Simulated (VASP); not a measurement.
A run of VASP 6.6.1 is set up as follows.

File INCAR:

```
PREC = Accurate
ENCUT = 520
EDIFF = 1E-8
ISMEAR = 0
SIGMA = 0.02
LREAL = False
LASPH = True
NELM = 100
ALGO = Normal
ISIF = 2
LWAVE = False
LCHARG = False
ISPIN = 2
MAGMOM = 1 0
LORBIT = 11
LMAXMIX = 4
GGA = PE
LEFG = True
```

KPOINTS

```
regular mesh
0
Gamma
  11 11 11
```

The input POSCAR:

```
NiO
1.0
    0.0000000000      2.0859016414      2.0859016414
    2.0859016414      0.0000000000      2.0859016414
    2.0859016414      2.0859016414      0.0000000000
Ni O
1 1
Direct
    0.0000000000      0.0000000000      0.0000000000
    0.5000000000      0.5000000000      0.5000000000
```

Potentials or basis: VASP PAW PBE potentials, release 64 (Ni, O).

Command:

```sh
$ cat potpaw_PBE.64/Ni/POTCAR potpaw_PBE.64/O/POTCAR > POTCAR
$ mpirun -np 1 vasp_std > vasp.out
```

(1) Predict the net moment.

(2) Predict the site moments.

(3) Estimate the pressure.

Results:

(1) 1.77 μB per cell.

(2) Ni +1.46; O +0.27 μB.

(3) 6.1 GPa.

Caveat: a cell with one magnetic atom can't hold antiferromagnetic order, which such compounds often take; semilocal functionals often make such compounds metallic where correlation or magnetic order opens a gap, which also shifts bond lengths.

The gap isn't set beside the measured one, since this odd mesh misses points on the zone boundary.
